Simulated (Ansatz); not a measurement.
**Compressing TaN: a fit and a missing row**

TaN, P-6m2, a = 2.936 Å, c = 2.885 Å. This isn't the usual stable structure of the compound. Ansatz: r2SCAN, PAW, 500 eV, Γ-centred 18×18×14 mesh on 2 atoms, Gaussian smearing 0.10 eV; no spin polarisation. Shape and atoms are relaxed at each volume; pressure is positive in compression.

| V (Å³/atom) | P (GPa) |
| --- | --- |
| 10.122 | ? |
| 10.445 | 11.65 |
| 10.768 | -0.02 |
| 11.091 | -9.98 |
| 11.414 | -18.48 |

Problem. Take V0 = 10.768 Å³/atom, count pressures from its P0 = -0.02 GPa, fit the third-order Birch–Murnaghan form to the other rows, and predict the missing pressure.

Solution. With the Eulerian strain f = ½[(V0/V)^(2/3) − 1] and y = (P − P0)/[3f(1 + 2f)^(5/2)], the form is the line y = B0 + 1.5 B0 (B0′ − 4) f. Rows (f, y): 0.01026, 360.4; -0.00976, 357.3; -0.01905, 356.0. Means f = -0.006183, y = 357.90; Σ(Δf)² = 0.0004487, ΣΔfΔy = 0.06770; the slope is their ratio. y = 358.8 + 150.9 f GPa, so B0 = 358.8 GPa and B0′ = 4 + 2 × (150.9)/(3 × 358.8) = 4.28. At V = 10.122, f = 0.02105, y = 361.98 and P = 25.32 GPa. The run gave 25.33 GPa, so the fit is 0.01 GPa too low, a small miss on the scale of the series. The form still works here, 33 % of the fitted range beyond its end.

Spin–orbit coupling is left out, which can shift energies with elements as heavy as these.